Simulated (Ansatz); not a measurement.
BeTe (started from an entry of an open crystallographic database) (r2SCAN geometry), in Ansatz:

```
Be Te
1.0
     0.00000    2.82862    2.82862
     2.82862    0.00000    2.82862
     2.82862    2.82862    0.00000
Be Te
1 1
Cartesian
  0.0000 0.0000 0.0000
  1.4143 1.4143 1.4143
```

G0W0@PBE with 248 empty bands, a screening cutoff of 180 eV and a 6×6×6 mesh (PAW, contour deformation) gives 2.893 eV over the mesh points, from a PBE gap of 2.019 eV; it sums over 257 bands with 259 plane waves in the screening and a wave cutoff of 420 eV. G0W0 values are finite-basis, finite-mesh values. (Simulation; spin polarisation is off.)

Task: Another run gave a Kohn-Sham gap of 2.021 eV and a G0W0 gap of 2.856 eV, summing over 258 bands with 259 plane waves in the screening and a wave cutoff of 1800 eV. What was changed?

Result: Potentials of the kind norm-conserving. The wave cutoff gives it away.

Task: Estimate the gap with mesh 8×8×8, empty bands 73, screening cutoff 80 eV.

Result: 2.708 eV (-0.185 eV), from a Kohn-Sham gap of 2.020 eV.

No spin-orbit coupling is included; it can move band edges with weight on the heavy atoms by tenths of an eV.
